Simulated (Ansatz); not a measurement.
MoS2:

```
Mo S
1.0
     3.22746    0.00000    0.00000
    -1.61373    2.79507    0.00000
     0.00000    0.00000    6.31247
Mo S
1 2
Direct
  0.00000 0.00000 0.50000
  0.66667 0.33333 0.74468
  0.33333 0.66667 0.25532
```

Measurements of this composition are mostly on another form, of space group No. 194.

- Program: Ansatz 0.2.0
- Task: relaxation of cell and atoms
- Functional: PBEsol
- Potentials or basis: all-electron LAPW, scalar-relativistic
- Basis error allowed: 0.002 eV/atom
- k mesh: 9 × 9 × 4
- Occupations: fermi-dirac, width 0.05 eV
- Spin: no spin polarisation

At the start: volume 18.98 Å³/atom.

How do energy, volume and symmetry change on relaxing?

Over 8 steps the energy falls by 17.7 meV/atom and the volume is 17.38 Å³/atom (-8.4 %); space group P-3m1 (No. 164, to 0.05 Å).

Step by step:
| step | energy change (eV) | largest force (eV/Å) | volume (Å³) |
| --- | --- | --- | --- |
| 1 | 0.0000 | 0.0199 | 56.94 |
| 2 | -0.0248 | 0.1663 | 50.53 |
| 3 | -0.0512 | 0.0022 | 53.41 |
| 4 | -0.0522 | 0.0091 | 52.91 |
| 5 | -0.0530 | 0.0288 | 52.39 |
| 6 | -0.0531 | 0.0054 | 52.10 |
| 7 | -0.0531 | 0.0000 | 52.15 |
| 8 | -0.0531 | 0.0002 | 52.15 |

Final structure:
```
Mo S
1.0
     3.14882    0.00000    0.00000
    -1.57441    2.72696    0.00000
     0.00000    0.00000    6.07343
Mo S
1 2
Direct
  0.00000 0.00000 0.50000
  0.66667 0.33333 0.76020
  0.33333 0.66667 0.23980
```

Caveat: this functional lacks dispersion, which binds the layers, so the pressure and a relaxed spacing across them are unreliable.
